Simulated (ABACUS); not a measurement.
Here is an ABACUS 3.10.1 calculation.

File INPUT:

```
INPUT_PARAMETERS
suffix              Rh
calculation         cell-relax
basis_type          pw
pseudo_dir          ./
symmetry            1
dft_functional      GGA_X_PW91+GGA_C_PW91
ecutwfc             89
pseudo_rcut         10
nspin               1
nbands              13
ks_solver           dav
smearing_method     fd
smearing_sigma      0.00367493
scf_thr             1e-08
scf_nmax            100
mixing_type         broyden
mixing_beta         0.7
cal_force           1
cal_stress          1
relax_nmax          60
force_thr_ev        0.01
relax_method        cg
out_stru            1
stress_thr          1
kpar                4
```

The input STRU:

```
ATOMIC_SPECIES
Rh 102.9055 Rh.upf

LATTICE_CONSTANT
1.8897261246

LATTICE_VECTORS
0.0000000000 1.8978500000 1.8978500000
1.8978500000 0.0000000000 1.8978500000
1.8978500000 1.8978500000 0.0000000000

ATOMIC_POSITIONS
Direct

Rh
0.0
1
0.0000000000 0.0000000000 0.0000000000 1 1 1
```

Contents of KPT:

```
K_POINTS
0
Gamma
10 10 10 0 0 0
```

Potentials or basis: PseudoDojo NC SR 0.4.1 PBE standard, plane waves.

Run with:

```sh
$ OMP_NUM_THREADS=1 mpirun -np 4 abacus > log
```

What does it give for the relaxed volume?

14.09 Å³/atom.

Estimate the relaxed cell.

a = 2.711 Å, b = 2.711 Å, c = 2.711 Å, α = 60.00°, β = 60.00°, γ = 60.00°.

Final structure:
```yaml
crystal:
  lattice:
    - [0.00000, 1.91682, 1.91682]
    - [1.91682, 0.00000, 1.91682]
    - [1.91682, 1.91682, 0.00000]
  atoms:
    - { symbol: Rh, position: [0.00000, 0.00000, 0.00000] }
```

Caveat: the potentials were made for another functional, which shifts forces and pressure. Zero-point motion and thermal expansion aren't in these numbers.
